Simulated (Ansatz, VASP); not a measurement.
# Cross-check of InP (InP(110)) between VASP and Ansatz, part 2 of 3

One calculation is typed for both programs; each brings its own data sets and cutoff. How far apart do they land?  The structure shown is the end of the VASP relaxation below.

VASP 6.6.1 and Ansatz 0.2.0.

So far: Starting point; VASP: relaxation, PBE.

## (3) Ansatz: single point, PBE

Level of this step: Ansatz beside VASP: Kohn-Sham DFT, plane waves, PBE (Ansatz).

Ansatz runs on its default PAW (the set named soft_2) files.

The same cell, functional, mesh and smearing now go to Ansatz, which takes its cutoff from its data sets.

Contents of input.yaml:

```yaml
crystal:
  lattice:
    - [4.11452994, 0.0, 0.0]
    - [0.0, 5.81882404, 0.0]
    - [0.0, 0.0, 33.38224676]
  atoms:
    - { symbol: In, position: [0.0, 0.05353081, 0.25263377] }
    - { symbol: In, position: [0.5, 0.47909195, 0.30123439] }
    - { symbol: In, position: [0.0, 0.98531447, 0.37102833] }
    - { symbol: In, position: [0.5, 0.48345621, 0.43429208] }
    - { symbol: In, position: [0.0, 0.98654067, 0.5] }
    - { symbol: In, position: [0.5, 0.48345621, 0.56570792] }
    - { symbol: In, position: [0.0, 0.98531447, 0.62897167] }
    - { symbol: In, position: [0.5, 0.47909195, 0.69876561] }
    - { symbol: In, position: [0.0, 0.05353081, 0.74736623] }
    - { symbol: P, position: [0.0, 0.74052881, 0.30607914] }
    - { symbol: P, position: [0.5, 0.27564207, 0.23159561] }
    - { symbol: P, position: [0.0, 0.74365969, 0.43539593] }
    - { symbol: P, position: [0.5, 0.24716273, 0.36858581] }
    - { symbol: P, position: [0.0, 0.74365969, 0.56460407] }
    - { symbol: P, position: [0.5, 0.24668587, 0.5] }
    - { symbol: P, position: [0.0, 0.74052881, 0.69392086] }
    - { symbol: P, position: [0.5, 0.24716273, 0.63141419] }
    - { symbol: P, position: [0.5, 0.27564207, 0.76840439] }
hamiltonian:
  xc: pbe
  pseudopotentials: { kind: paw }
kpoints:
  mp_grid: { grid: [6, 4, 1] }
scf:
  occupations: { method: gaussian, width: 0.03 }
  n_extra_bands: 8
efield:
  axis: 3
  dipole_correction: true
  ramp_width: 0.04
output:
  forces: true
  eigenvalues: true
```

Run with:

```sh
$ ansatz run input.yaml --threads 8 --pin off --max-ram 18432MiB --backend cpu --events-out ev --progress --plain --runs-dir out
```

Numbers of over 12 decimals in the logs are rounded to 6 here.

The log of the run:

```text
scf.n_extra_bands = 8 over 81 filled bands (N_el = 162.0): the run solves 89 bands
Engine: ansatz 0.2.0, aarch64-unknown-linux-gnu
Pseudopotentials: kind: paw
Pseudopotential: In, paw, valence charge 13, recommended cutoff 420 eV (normal), In.paw.azcp
Pseudopotential: P, paw, valence charge 5, recommended cutoff 420 eV (normal), P.paw.azcp
Functional definition: PBE
  parameter kappa = 0.804
  parameter beta = 0.066725
  exchange = pbe_x(kappa = kappa, mu = beta*pi^2/3)
  correlation = pbe_c(beta = beta)
Crystal: 18 atoms, lattice volume = 799.229 Å³
Basis set: ecut = 420 eV, 15585 PW (Γ), exchange–correlation on 60×80×450 points (8 copies of the dense FFT grid, shifted against one another)
Bands: 89, of which v1, the nominal top of the filled ones, is band 81 counted from 1 (80 counted from 0)
Symmetry: 2 space group operations
k-points: 12 of 24 (time reversal used)
Non-local potential: In, projectors of the file, l = 0: 2, l = 1: 2, l = 2: 2, l = 3: 2
Non-local potential: P, projectors of the file, l = 0: 2, l = 1: 2, l = 2: 2
PAW form: soft (Blöchl's): semilocal exchange-correlation on the pseudo side does not see the compensation charge
PAW one-centre angular grid: In, 590 points (default); XC on 64 Gauss nodes
PAW one-centre angular grid: P, 110 points (default); XC on 64 Gauss nodes
Initial density: superposition of atomic densities (neutral atoms: chi_scale 0, normalization atom), corrected by the library's trained network
Initial wavefunctions: pseudopotential atomic-orbital guess
Functional: x = pbe(κ = 0.804, μ = 0.219515), c = pbe(β = 0.066725)
SCF iter   1: F=—  HF=-57184.063614 eV  |F-HF|=—  |Δ(HF+E_count)|=         —  Δρ=1.56e-3  dr2=5.38e-2  ethr=1.77e-3  p=0.000 e·Å  D=4.12e-14 V/Å  ΔV_dip=-0.00 eV  dr2_dipole=6.71e-8  V_vac-E_F(+/−)=4.61/4.61 eV  ⟨swp⟩=8.8  Hψ=5376  notcnv=0
efield: sawtooth ramp at fractional position 0.9800 (placed from the atoms, in the widest stretch of the axis that holds none; the zero of the levels goes with the place), width 0.0400; the density the first Hamiltonian is built on has a dipole p = 0.000 e·Å; the dipole correction subtracts the counter field D = 4.12e-14 V/Å, which shifts the + side's vacuum level by -0.00 eV against the − side's; the planar-averaged density in the ramp window peaks in size at 1.4e-5 e/Å³
preconditioner: auto → Resta (q_TF=auto, 2.091 Å⁻¹)  ε∞=2.9  [insulator: Δε(μ)=0.699 eV  Ē_g=12.102 eV  σ=0.030 eV  W_gap=1.00  n_scr=126 (ndim 8)  ℏωp=16.7 eV  f_vac=0.397  D(μ)=0.00/eV (n_scr^D=0)  ε∞_Penn≈2.9  vacuum switching on, ρ_ref=1.1e-2 e/Å³]
SCF iter   2: F=—  HF=-57184.060573 eV  |F-HF|=—  |Δ(HF+E_count)|=   3.04e-3  Δρ=8.05e-4  dr2=3.18e-2  ethr=3.32e-5  p=-0.000 e·Å  D=-3.18e-5 V/Å  ΔV_dip=0.00 eV  dr2_dipole=3.11e-7  V_vac-E_F(+/−)=4.71/4.71 eV  ⟨swp⟩=3.3  Hψ=2399  notcnv=0  defer=32
SCF iter   3: F=—  HF=-57184.058621 eV  |F-HF|=—  |Δ(HF+E_count)|=   1.95e-3  Δρ=4.86e-4  dr2=6.51e-3  ethr=1.96e-5  p=0.000 e·Å  D=1.79e-5 V/Å  ΔV_dip=-0.00 eV  dr2_dipole=1.26e-7  V_vac-E_F(+/−)=4.58/4.58 eV  ⟨swp⟩=2.6  Hψ=1329  notcnv=0  defer=32
SCF iter   4: F=—  HF=-57184.058969 eV  |F-HF|=—  |Δ(HF+E_count)|=   3.48e-4  Δρ=2.65e-4  dr2=1.63e-3  ethr=4.02e-6  p=-0.000 e·Å  D=-1.54e-5 V/Å  ΔV_dip=0.00 eV  dr2_dipole=7.77e-8  V_vac-E_F(+/−)=4.59/4.59 eV  ⟨swp⟩=2.0  Hψ=1219  notcnv=0  defer=32
SCF iter   5: F=—  HF=-57184.059099 eV  |F-HF|=—  |Δ(HF+E_count)|=   1.29e-4  Δρ=9.99e-5  dr2=2.47e-4  ethr=1.01e-6  p=0.000 e·Å  D=2.45e-5 V/Å  ΔV_dip=-0.00 eV  dr2_dipole=1.96e-7  V_vac-E_F(+/−)=4.58/4.58 eV  ⟨swp⟩=2.0  Hψ=1290  notcnv=0  defer=32
SCF iter   6: F=—  HF=-57184.059172 eV  |F-HF|=—  |Δ(HF+E_count)|=   7.37e-5  Δρ=2.90e-5  dr2=1.10e-5  ethr=1.52e-7  p=-0.000 e·Å  D=-4.30e-5 V/Å  ΔV_dip=0.00 eV  dr2_dipole=6.45e-7  V_vac-E_F(+/−)=4.58/4.58 eV  ⟨swp⟩=2.0  Hψ=1385  notcnv=0  defer=32
SCF iter   7: F=—  HF=-57184.059120 eV  |F-HF|=—  |Δ(HF+E_count)|=   5.25e-5  Δρ=1.08e-5  dr2=4.82e-6  ethr=6.79e-9  p=0.001 e·Å  D=1.16e-4 V/Å  ΔV_dip=-0.00 eV  dr2_dipole=4.36e-6  V_vac-E_F(+/−)=4.58/4.58 eV  ⟨swp⟩=3.0  Hψ=2110  notcnv=0  defer=32
SCF iter   8: F=—  HF=-57184.059121 eV  |F-HF|=—  |Δ(HF+E_count)|=   8.29e-7  Δρ=6.04e-6  dr2=1.76e-6  ethr=2.98e-9  p=-0.000 e·Å  D=-7.12e-5 V/Å  ΔV_dip=0.00 eV  dr2_dipole=1.65e-6  V_vac-E_F(+/−)=4.58/4.58 eV  ⟨swp⟩=2.0  Hψ=1295  notcnv=0  defer=32
SCF iter   9: F=—  HF=-57184.059121 eV  |F-HF|=—  |Δ(HF+E_count)|=   1.75e-7  Δρ=2.71e-6  dr2=1.54e-7  ethr=1.09e-9  p=-0.000 e·Å  D=-1.83e-5 V/Å  ΔV_dip=0.00 eV  dr2_dipole=9.72e-8  V_vac-E_F(+/−)=4.58/4.58 eV  ⟨swp⟩=2.0  Hψ=1259  notcnv=0  defer=32
SCF iter  10: F=-57184.059121 eV  HF=-57184.059121 eV  |F-HF|=7.77e-9  |Δ(HF+E_count)|=   1.05e-7  Δρ=8.84e-7  dr2=2.02e-8  ethr=6.17e-11  p=-0.000 e·Å  D=-4.37e-6 V/Å  ΔV_dip=0.00 eV  dr2_dipole=6.85e-9  V_vac-E_F(+/−)=4.58/4.58 eV  ⟨swp⟩=12.7  Hψ=5571  notcnv=0
SCF 1 converged in 10 iterations: F = -57184.059121 eV  dr2 = 2.02e-8
  greatest PAW one-centre occupation: 0.982 electrons in one spin orbital (limit 2), on the In atom at site 8 (counted from 0), in its partial waves of l = 2
SCF converged after 10 iterations
Free energy (F): -57184.059121 eV
Harris-Foulkes:  -57184.059121 eV  (|F-HF|=7.77e-9)
Internal energy: -57184.059121 eV  (E = F + TS)
E sigma→0 (E₀):  -57184.059121 eV
Fermi energy:    2.259943 eV
Dipole field:    D = 0.000051 V/Å  (p = 0.000227 e·Å, saw-weighted, corrected)
Work function:   Φ+ = 4.5793 eV   Φ− = 4.5810 eV
Levels:          The Fermi level and band energies are counted from a zero that moves with the ramp; work functions are not
--- Per-component energies (eV) ---
  E_band       = -1298.357235
  E_kinetic    = 2807.647407
  E_local      = -111409.120833  (includes V_loc(G=0)·N_el)
  E_nonlocal   = 3611.457869
  E_hartree    = 53964.073722
  E_xc         = -2483.415068
  E_vxc        = -1430.402637  (∫ρ·V_xc dr)
  E_paw        = -42523.583908  (= ΣΔE_a)
  E_vpaw       = -2806.080260  (= ΣTr[D̂ρ^β])
  E_aug_tail   = 0.000261  (compensation charges beyond the density's cutoff)
  E_efield     = 0.000000  (sawtooth field / dipole correction)
  E_vefield    = 0.000000  (∫n·V_field dr)
  E_ewald      = 38848.881430
  E_smearing   = -0.000000  (= −TS)
  E_closure    = -0.000000  (closes the sum)
  Σ components = -57184.059121   (vs F -57184.059121, Δ=0.00e0)
--- Forces (eV/Å), atoms counted from 1 ---
  atom   1  In     0.00000000     0.02944385     0.04008382
  atom   2  In    -0.00000000     0.05121182     0.02648623
  atom   3  In     0.00000000     0.03889412    -0.00511027
  atom   4  In     0.00000000     0.03303008    -0.00534223
  atom   5  In     0.00000000     0.02231943     0.00003679
  atom   6  In     0.00000000     0.03303872     0.00541009
  atom   7  In     0.00000000     0.03890859     0.00515838
  atom   8  In    -0.00000000     0.05122692    -0.02645824
  atom   9  In    -0.00000000     0.02945164    -0.04007450
  atom  10  P     -0.00000000     0.00443714    -0.01794362
  atom  11  P      0.00000000    -0.06968355     0.16275570
  atom  12  P     -0.00000000    -0.03210810     0.00026791
  atom  13  P     -0.00000000    -0.03760315     0.01445704
  atom  14  P     -0.00000000    -0.03211057    -0.00034981
  atom  15  P     -0.00000000    -0.05759569    -0.00004563
  atom  16  P     -0.00000000     0.00443106     0.01791626
  atom  17  P     -0.00000000    -0.03760866    -0.01451825
  atom  18  P     -0.00000000    -0.06968299    -0.16275930
  max |Σ_I F_I| component: 2.96e-5 eV/Å
--- Band table (eV; the first three rows and the last of 12) ---
  k-point 0: bands = [... 77 lower, 1.6021, 1.6113, 1.7992, 1.8946, 2.6252, 3.2451, 3.3566, 3.8931, ... 4 higher]
  k-point 1: bands = [... 77 lower, 1.3588, 1.3829, 1.4531, 1.4675, 3.4592, 3.5634, 3.6342, 3.6826, ... 4 higher]
  k-point 2: bands = [... 77 lower, 1.0205, 1.0320, 1.0435, 1.0545, 3.4177, 3.5324, 3.6010, 3.7708, ... 4 higher]
  k-point 11: bands = [... 77 lower, 0.6882, 0.6951, 0.9868, 1.0284, 2.8876, 3.2934, 3.3319, 4.2137, ... 4 higher]
```

Run time: 15 s. Hardware: 8 threads of Arm Neoverse V2, shared host; peak memory 2.9 GiB.

## (4) Comparison

Known differences besides the PAW data sets themselves: the data sets hold 162 valence electrons in Ansatz (default PAW (the set named soft_2) files) and 72 in VASP; the cutoff is 420 eV in Ansatz and 320 eV in VASP (PREC = Normal, projectors in real space); VASP leaves aspherical gradient terms in its spheres out (LASPH is not set), Ansatz keeps them. Total energies have different zeros and are not compared.

Both answers:

| quantity | Ansatz | VASP | difference |
| --- | --- | --- | --- |
| gap on the k mesh (eV) | 0.731 | 0.765 | -0.035 |

At this near-relaxed geometry the largest component of a force difference is 163 meV/Å.

## (5) What moves the difference

The difference is large enough to ask for its cause, so further runs change the set-up of one program at a time, as the table lists.

| run | r.m.s. force difference (meV/Å) |
| --- | --- |
| as above | 40 |
| Ansatz's larger PAW set (cutoff 620 eV) | 40 |
| norm-conserving potentials (cutoff 952 eV) | 38 |

## (6) Ansatz: band structure, PBE

The same path points are solved in both programs, so levels can be compared one by one.

Contents of input.yaml:

```yaml
crystal:
  lattice:
    - [4.1145299406, 0.0, 0.0]
    - [0.0, 5.8188240447, 0.0]
    - [0.0, 0.0, 33.3822467608]
  atoms:
    - { symbol: In, position: [0.0, 0.0535308061, 0.2526337712] }
    - { symbol: In, position: [0.5, 0.4790919469, 0.30123439] }
    - { symbol: In, position: [0.0, 0.9853144717, 0.3710283291] }
    - { symbol: In, position: [0.5, 0.4834562113, 0.434292082] }
    - { symbol: In, position: [0.0, 0.9865406731, 0.5] }
    - { symbol: In, position: [0.5, 0.4834562113, 0.565707918] }
    - { symbol: In, position: [0.0, 0.9853144717, 0.6289716709] }
    - { symbol: In, position: [0.5, 0.4790919469, 0.69876561] }
    - { symbol: In, position: [0.0, 0.0535308061, 0.7473662288] }
    - { symbol: P, position: [0.0, 0.7405288095, 0.3060791407] }
    - { symbol: P, position: [0.5, 0.2756420689, 0.2315956105] }
    - { symbol: P, position: [0.0, 0.7436596864, 0.4353959279] }
    - { symbol: P, position: [0.5, 0.247162729, 0.3685858107] }
    - { symbol: P, position: [0.0, 0.7436596864, 0.5646040721] }
    - { symbol: P, position: [0.5, 0.2466858673, 0.5] }
    - { symbol: P, position: [0.0, 0.7405288095, 0.6939208593] }
    - { symbol: P, position: [0.5, 0.247162729, 0.6314141893] }
    - { symbol: P, position: [0.5, 0.2756420689, 0.7684043895] }
hamiltonian:
  xc: pbe
  pseudopotentials: { kind: paw }
kpoints:
  mp_grid: { grid: [6, 4, 1] }
  band_path:
    path:
      - [0.0, 0.0, 0.0]
      - [0.07692, 0.0, 0.0]
      - [0.15385, 0.0, 0.0]
      - [0.26923, 0.0, 0.0]
      - [0.34615, 0.0, 0.0]
      - [0.42308, 0.0, 0.0]
      - [0.5, 0.0, 0.0]
      - [0.5, 0.07692, 0.0]
      - [0.5, 0.19231, 0.0]
      - [0.5, 0.26923, 0.0]
      - [0.5, 0.34615, 0.0]
      - [0.5, 0.46154, 0.0]
      - [0.5, 0.5, 0.0]
      - [0.42308, 0.5, 0.0]
      - [0.30769, 0.5, 0.0]
      - [0.23077, 0.5, 0.0]
      - [0.11538, 0.5, 0.0]
      - [0.03846, 0.5, 0.0]
      - [0.0, 0.5, 0.0]
      - [0.0, 0.38462, 0.0]
      - [0.0, 0.30769, 0.0]
      - [0.0, 0.23077, 0.0]
      - [0.0, 0.11538, 0.0]
      - [0.0, 0.03846, 0.0]
      - [0.03846, 0.03846, 0.0]
      - [0.11538, 0.11538, 0.0]
      - [0.19231, 0.19231, 0.0]
      - [0.30769, 0.30769, 0.0]
      - [0.38462, 0.38462, 0.0]
      - [0.5, 0.5, 0.0]
    npoints: 1
scf:
  occupations: { method: gaussian, width: 0.03 }
  n_extra_bands: 15
efield:
  axis: 3
  dipole_correction: true
  ramp_width: 0.04
output:
  forces: true
  eigenvalues: true
```

The log of the run:

```text
[...]
Crystal: 18 atoms, lattice volume = 799.229 Å³
Basis set: ecut = 420 eV, 15585 PW (Γ), exchange–correlation on 60×80×450 points (8 copies of the dense FFT grid, shifted against one another)
Bands: 96, of which v1, the nominal top of the filled ones, is band 81 counted from 1 (80 counted from 0)
Symmetry: 2 space group operations
[...]
k-point 0: bands = [... 77 lower, 1.6021, 1.6113, 1.7992, 1.8947, 2.6253, 3.2451, 3.3567, 3.8932, ... 11 higher]
  k-point 1: bands = [... 77 lower, 1.3589, 1.3829, 1.4532, 1.4676, 3.4593, 3.5635, 3.6342, 3.6827, ... 11 higher]
  k-point 2: bands = [... 77 lower, 1.0205, 1.0320, 1.0435, 1.0546, 3.4178, 3.5325, 3.6011, 3.7709, ... 11 higher]
  k-point 11: bands = [... 77 lower, 0.6883, 0.6952, 0.9869, 1.0284, 2.8876, 3.2934, 3.3319, 4.2138, ... 11 higher]
[key lines of the parts left out:]
SCF converged after 9 iterations
Free energy (F): -57184.059121 eV
Fermi energy:    2.260002 eV
Dipole field:    D = 0.000005 V/Å  (p = 0.000021 e·Å, saw-weighted, corrected)
Work function:   Φ+ = 4.5802 eV   Φ− = 4.5804 eV
```

Run time: 34 s. Hardware: 8 threads; peak memory 4.1 GiB; 4.5 min of CPU time.

[end of part 2 of 3]

[Lines on the potential files, build, host, timing and source positions are cut from VASP's logs without a mark.]

[Logs are printed without paths, hosts, clocks, repeated set-up lines and the standing remarks that a program may print on its own settings, such as how far it seeks lower states.]

[Hosts, paths, dates, database ids (printed as entryN), source tags and the programs' standing remarks are cut or masked in the printed files.]
